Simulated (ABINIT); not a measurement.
**MnO: single point with PBE**

MnO:

```
Mn O
1.0
     0.00000    2.22200    2.22200
     2.22200    0.00000    2.22200
     2.22200    2.22200    0.00000
Mn O
1 1
Direct
  0.00000 0.00000 0.00000
  0.50000 0.50000 0.50000
```

```json
{
 "Program": "ABINIT 10.8.3 (patched build)",
 "Task": "single point",
 "Functional": "PBE",
 "Potentials or basis": "JTH PAW PBE v2.0",
 "Cutoff": "707 eV",
 "k mesh": "10 × 10 × 10",
 "Occupations": "fermi-dirac, width 0.05 eV",
 "Spin": "collinear spin, ferromagnetic start",
 "Starting moments": "[5.0, 0.0] μB",
 "Fine-grid cutoff": "1306.15 eV"
}
```

| Property | Result |
| --- | --- |
| Pressure | 0.4 GPa |
| Band gap on the k mesh | none (metal or under the smearing width) |
| Net moment | 4.79 μB per cell |
| Site moments | Mn +4.23; O +0.20 μB |
| Valence electrons inside the program's atomic spheres | Mn 13.03; O 4.51 |

Levels at points of the mesh, in eV from the Fermi level:
Spin up:
```csv
k point,band 9,band 10,band 11,band 12,band 13,band 14,band 15,band 16
"(0.00, 0.00, 0.00)",-3.22,-3.22,-3.22,-2.69,-2.69,-0.56,13.98,16.21
"(0.50, 0.00, 0.00)",-2.32,-2.32,-1.88,0.21,0.21,3.44,7.70,11.83
"(0.50, 0.50, 0.00)",-4.23,-2.26,-2.04,-2.04,-1.92,4.97,7.79,10.36
```
Spin down:
```
           k point  band 6  band 7  band 8  band 9  band 10  band 11
(0.00, 0.00, 0.00)   -3.39   -3.39   -3.39    0.74     0.74     0.74
(0.50, 0.00, 0.00)   -7.41   -4.88   -4.88    1.94     1.98     1.98
(0.50, 0.50, 0.00)   -6.45   -4.37   -4.37   -0.84     1.97     2.17
```

It took 3 min on 1 thread of AMD EPYC 7571 (shared host), peak memory 0.16 GiB.

Caveat: a cell with one magnetic atom can't hold antiferromagnetic order, which such compounds often take; semilocal functionals often make such compounds metallic where correlation or magnetic order opens a gap, which also shifts bond lengths. With open d or f shells a metallic result of PBE can be an artefact of self-interaction; +U or a hybrid may open a gap.
